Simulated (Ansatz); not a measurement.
# Ti3H: the cost of one run

Method: DFT PBE, scalar-relativistic, plane waves, PAW, in Ansatz 0.2.0.

2 further runs of the same task are left out: 2 set aside as unsound or not needed.

## (1) The structure to begin with

The structure is monoclinic, space group Cm (No. 8). The conventional cell has a = 3.256 Å, b = 4.604 Å, c = 21.326 Å, α = 90.00°, β = 90.00°, γ = 90.00°. Ti (site symmetry m) has 6 Ti at 2.71 to 2.82 Å as nearest neighbours. Ti (site symmetry m) is surrounded by 8 Ti at 2.70 to 2.82 Å. Around Ti (site symmetry m) lie 1 H at 1.42 Å. H (site symmetry m) is surrounded by 1 Ti at 1.42 Å.

Coordinates:

```xyz
4
Lattice="2.8194 0.0000 0.0000 -0.9398 2.6581 0.0000 0.0000 0.0000 21.3260" Properties=species:S:1:pos:R:3 pbc="T T T"
Ti    0.9398    1.3291    4.0000
Ti    0.0000    0.0000    6.1690
Ti    0.9398    1.3291    8.3260
H     1.2530    1.7721    9.6360
```

This is the geometry of the first run shown, built on a cell relaxed beforehand with the same method.

## (2) Plan of the line

Atoms count from 1 in the order of the input.

H is moved along a line over the surface and along the normal, above a rigid substrate.

The axes are (1) position of H4 along the diagonal of the surface cell, from above Ti3: 6 values from 0.00 to 2.71 Å, periodic; (2) height of H4 above the plane of Ti3: 8 values from 0.55 to 3.67 Å.

Nothing else is relaxed. Points are written as (first, second).

## (3) Grid point (0.54 Å, 1.31 Å)

The cell repeats along c, and a dipole correction in the vacuum removes the field between the copies.

input.yaml

```yaml
crystal:
  lattice:
    - [2.8193504947, 0.0, 0.0]
    - [-0.9397834982, 2.6581091378, 0.0]
    - [0.0, 0.0, 21.3259744853]
  atoms:
    - { symbol: Ti, position: [0.5, 0.5, 0.1875646997] }
    - { symbol: Ti, position: [0.0, 0.0, 0.2892724347] }
    - { symbol: Ti, position: [0.5, 0.5, 0.390414726] }
    - { symbol: H, position: [0.6666666667, 0.6666666667, 0.4518421651] }
basis:
  ecutwfc: 420
kpoints:
  mp_grid: { grid: [10, 10, 1] }
hamiltonian:
  xc: pbe
scf:
  occupations: { method: gaussian, width: 0.1 }
output:
  forces: true
  eigenvalues: true
  write_density: true
  write_potential: true
  elf: true
  volumetric_format: npy
efield:
  axis: 3
  dipole_correction: true
  ramp_width: 0.04
```

Run with:

```bash
$ ansatz run input.yaml --threads 1 --pin off --max-ram 3072MiB --backend cpu --events-out ev --progress --plain --runs-dir out
```

**Question.** How long does this run take on 1 thread of Intel Xeon Platinum 8488C (Sapphire Rapids), shared host, and how much memory does it need?

About 9.1 s, with a peak of 0.45 GiB.
